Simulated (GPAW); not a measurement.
Runs of GPAW 26.7.0 on Ir. The typed cell holds 1 atom: a = 2.542 Å, b = 2.611 Å, c = 2.995 Å, α = 58.28°, β = 61.38°, γ = 59.90°. This isn't the form of Ir at room conditions, which is fcc.

| task | level | potentials or basis | spin | cell | k mesh | cutoff (eV) | maxiter | band path | band points | spin axis theta (degrees) | spin axis phi (degrees) | other keys | mesh quality | gap on the mesh (eV) | pressure (GPa) |
| --- | --- | --- | --- | --- | --- | --- | --- | --- | --- | --- | --- | --- | --- | --- | --- |
| band structure | r2SCAN | GPAW PAW data sets (gpaw-data 1.2.1), pw | SOC, no magnetisation | cell sheared at random, sigma 0.1, atoms nudged by 0.01 Å | 8 × 8 × 7 | 600 | 150 | XGY,LGZ,NGM,RG | 60 | 0 | 0 | - | coarse | - | (a) |
| single point | RPBE | the program's PAW data sets (release 1.2.1) made for this functional, pw | off | cell sheared at random, sigma 0.1, atoms nudged by 0.01 Å | 9 × 9 × 8 | 600 | 150 | - | - | - | - | - | not flagged | none | 32.2 |
| single point | LDA | the program's PAW data sets (release 1.2.1) made for this functional, other valence, pw | off | cell sheared at random, sigma 0.1, atoms nudged by 0.01 Å | 10 × 10 × 9 | 500 | 120 | - | - | - | - | - | not flagged | none | 17.3 |
| relaxation of cell and atoms | BLYP+D3(BJ) | PAW data sets generated in the run's folder for this functional, pw | off | relaxed to 2 GPa from: cell sheared at random, sigma 0.1, atoms nudged by 0.01 Å | 8 × 8 × 7 | 600 | 150 | - | - | - | - | - | coarse | none | 2.0 |
| energy-loss spectrum | LDA | the program's PAW data sets (release 1.2.1) made for this functional, other valence, pw | off | cell sheared at random, sigma 0.1, atoms nudged by 0.01 Å | 10 × 10 × 9 | 500 | 60 | - | - | - | - | several, not listed | coarse | none | - |

Alike in all rows: smearing fermi-dirac 0.05 eV.

Question: Fill in the values left out.

Answer: (a) 21.1.

Caveats: some runs use coarse meshes; so large a pressure means that the cell lies far from this level's equilibrium, or that cutoff or potentials fall short (some runs); spin-orbit coupling was added after a scalar SCF, so levels and gaps hold it while energy, forces, pressure and moments don't (some runs); this program's spin-orbit splittings come out too wide for heavy elements (some runs); the potentials were made for another functional, which shifts forces and pressure (some runs); a pressure of tens of GPa on the cell as given is suspect, and the run, the potentials or the cell itself is likely at fault (some runs); the cutoff is short for stress and forces, so pressures can be off by a GPa or more (some runs); later steps reuse the first step's grids (some runs).

A k mesh can miss the band edges, and rows without SOC leave out spin-orbit coupling on Ir.

A gap of «none» marks a metal or a gap under the smearing width.

The runs don't all hold the same shells in valence.
